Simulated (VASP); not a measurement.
A VASP calculation is set up with these files.

KPOINTS:
```
Automatic mesh
0
Gamma
10 10 8
0 0 0
```

INCAR:
```
SYSTEM = CoPt
PREC = Accurate
ENCUT = 400
EDIFF = 1E-6
NELM = 100
ALGO = Normal
LREAL = .FALSE.
LASPH = .TRUE.
ISMEAR = 1
SIGMA = 0.1
GGA = PE
LMAXMIX = 6
ISPIN = 2
MAGMOM = 2.0 0.0
LORBIT = 10
LWAVE = .FALSE.
LCHARG = .FALSE.
ISIF = 2
```

File POSCAR:
```
CoPt
1
    2.6899862426     0.0000000000     0.0000000000
    0.0000000000     2.6900004621     0.0000000000
    0.0000000000     0.0000000000     3.6999352701
Co Pt
1 1
Direct
  0.0000000000   0.0000000000   0.0000000000
  0.5000000000   0.5000000000   0.5000000000
```

POTCAR, in this order: Co Pt (PBE.64 set). Program: vasp_std.

One choice in this input is risky. Which, and does it do harm here?

The risk: the lattice vectors carry noise near SYMPREC. Here it does no harm: the run (PBE GGA, plane waves, VASP's PBE PAW potentials (set 64)) converges to the same energy and pressure as with the safe setting.
**OSZICAR**
```
       N       E                     dE             d eps       ncg     rms          rms(c)
DAV:   1     0.864886389248E+02    0.86489E+02   -0.74867E+03  6044   0.121E+03
DAV:   2    -0.114221950458E+02   -0.97911E+02   -0.90493E+02  6180   0.256E+02
DAV:   3    -0.146993589043E+02   -0.32772E+01   -0.31664E+01  6924   0.569E+01
DAV:   4    -0.147397617916E+02   -0.40403E-01   -0.40387E-01  6950   0.557E+00
DAV:   5    -0.147409652046E+02   -0.12034E-02   -0.12034E-02  7202   0.103E+00    0.166E+01
DAV:   6    -0.166399712168E+02   -0.18990E+01   -0.16093E+01  6174   0.969E+01    0.239E+01
DAV:   7    -0.134246224355E+02    0.32153E+01   -0.96779E+00  7326   0.909E+01    0.806E+00
DAV:   8    -0.133870114004E+02    0.37611E-01   -0.46709E-01  6876   0.966E+00    0.401E+00
DAV:   9    -0.133084587717E+02    0.78553E-01   -0.12323E-01  7972   0.888E+00    0.101E+00
DAV:  10    -0.133093096146E+02   -0.85084E-03   -0.17340E-02  7900   0.170E+00    0.510E-01
DAV:  11    -0.133084670023E+02    0.84261E-03   -0.23555E-03  7748   0.123E+00    0.189E-01
DAV:  12    -0.133083874025E+02    0.79600E-04   -0.37533E-04  7784   0.236E-01    0.986E-02
DAV:  13    -0.133083657407E+02    0.21662E-04   -0.47568E-05  8292   0.124E-01    0.450E-02
DAV:  14    -0.133083520871E+02    0.13654E-04   -0.33783E-05  7822   0.903E-02    0.208E-02
DAV:  15    -0.133083542115E+02   -0.21244E-05   -0.46372E-06  5148   0.331E-02    0.822E-03
DAV:  16    -0.133083539586E+02    0.25282E-06   -0.10469E-06  3300   0.178E-02
   1 F= -.13308354E+02 E0= -.13308609E+02  d E =0.764539E-03  mag=     2.2705
```

The compound is CoPt in the L1_0 structure. The cell was not relaxed at this level.
